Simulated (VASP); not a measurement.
Crystal: GaP.

```
CELL_PARAMETERS angstrom
0.00000 2.71842 2.71842
2.71842 0.00000 2.71842
2.71842 2.71842 0.00000
ATOMIC_POSITIONS crystal
Ga 0.00000 0.00000 0.00000
P 0.25000 0.25000 0.25000
```

Program: VASP 6.6.1. Alike in all runs: task band structure; potentials or basis VASP PAW PBE potentials, release 64 (Ga_d, P); no spin polarisation; cell as given; k mesh 6 × 6 × 6; cutoff (eV) 520; smearing gaussian 0.03 eV.

Q: Order these runs on this cell by their band gap on the k mesh, lowest first.
A. level PBE0; exchange at q = 0 truncated
B. level PBE
C. level PBE-EpsX; exchange at q = 0 truncated; share of exact exchange 0.0902
D. level HSE06; screening parameter 0.2 1/A

A: B (1.64 eV), C (2.10 eV), D (2.29 eV), A (2.95 eV).

